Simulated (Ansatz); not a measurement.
# Cu: the cost of one run

Program: Ansatz 0.2.0. Level of theory: DFT PBE+D3(BJ), scalar-relativistic, plane waves, PAW. These are calculated values, not measurements.

4 further runs of the same task are left out: 3 that didn't finish, 1 set aside as unsound or not needed.

**1. Starting point**

The structure is cubic, space group Fm-3m (No. 225). Conventional cell: a = 3.563 Å, b = 3.563 Å, c = 3.563 Å, α = 90.00°, β = 90.00°, γ = 90.00°. Cu (site symmetry m-3m) has 12 Cu at 2.52 Å as nearest neighbours.

Structure file:

```
CELL_PARAMETERS angstrom
0.00000 1.78169 1.78169
1.78169 0.00000 1.78169
1.78169 1.78169 0.00000
ATOMIC_POSITIONS crystal
Cu 0.00000 0.00000 0.00000
```

This cell was relaxed beforehand with the same method: volume 11.31 Å³/atom, gap on the mesh none (metal).

**2. The slab**

Miller indices refer to the conventional cell of the relaxed bulk, Fm-3m (No. 225): a = 3.563 Å, b = 3.563 Å, c = 3.563 Å, α = 90.00°, β = 90.00°, γ = 90.00°.

A (100) slab, 5.3 Å thick as cut, with 17 Å of vacuum, in a 2×2 surface cell; its outer planes are Cu (top) and Cu (bottom).

The slab as cut. Layers, bottom to top:

| plane | atoms per cell | height over the lowest (Å) |
| --- | --- | --- |
| 1 | Cu4 | 0.00 |
| 2 | Cu4 | 1.78 |
| 3 | Cu4 | 3.56 |
| 4 | Cu4 | 5.35 |

**3. Relaxing the clean slab**

Contents of input.yaml:

```yaml
crystal:
  lattice:
    - [5.0393684365, 0.0, 0.0]
    - [0.0, 5.0393684365, 0.0]
    - [0.0, 0.0, 22.3450573916]
  atoms:
    - { symbol: Cu, position: [0.25, 0.25, 0.3803973224] }
    - { symbol: Cu, position: [0.25, 0.75, 0.3803973224] }
    - { symbol: Cu, position: [0.75, 0.25, 0.3803973224] }
    - { symbol: Cu, position: [0.75, 0.75, 0.3803973224] }
    - { symbol: Cu, position: [0.5, 0.5, 0.4601324408] }
    - { symbol: Cu, position: [0.5, 0.0, 0.4601324408] }
    - { symbol: Cu, position: [0.0, 0.5, 0.4601324408] }
    - { symbol: Cu, position: [0.0, 0.0, 0.4601324408] }
    - { symbol: Cu, position: [0.75, 0.75, 0.5398675592] }
    - { symbol: Cu, position: [0.75, 0.25, 0.5398675592] }
    - { symbol: Cu, position: [0.25, 0.75, 0.5398675592] }
    - { symbol: Cu, position: [0.25, 0.25, 0.5398675592] }
    - { symbol: Cu, position: [0.0, 0.0, 0.6196026776] }
    - { symbol: Cu, position: [0.0, 0.5, 0.6196026776] }
    - { symbol: Cu, position: [0.5, 0.0, 0.6196026776] }
    - { symbol: Cu, position: [0.5, 0.5, 0.6196026776] }
basis:
  ecutwfc: 420
kpoints:
  mp_grid: { grid: [6, 6, 1] }
hamiltonian:
  xc: pbe
  dispersion: d3bj
scf:
  occupations: { method: gaussian, width: 0.1 }
output:
  forces: true
  eigenvalues: true
relax:
  adjacent_minimum: "off"
  f_tol: 0.03
  max_steps: 70
  constraints: [{ sites: [0, 1, 2, 3, 4, 5, 6, 7] }]
efield:
  axis: 3
  dipole_correction: true
  ramp_width: 0.04
```

Launch:

```bash
> ansatz run input.yaml --threads 4 --pin off --max-ram 10240MiB --backend cpu --events-out ev --progress --plain --runs-dir out
```

What time and memory should one allow on 4 threads of Intel Xeon at 2.50GHz (Skylake/Cascade Lake), shared host?

About 3.4 min, with a peak of 2.4 GiB.
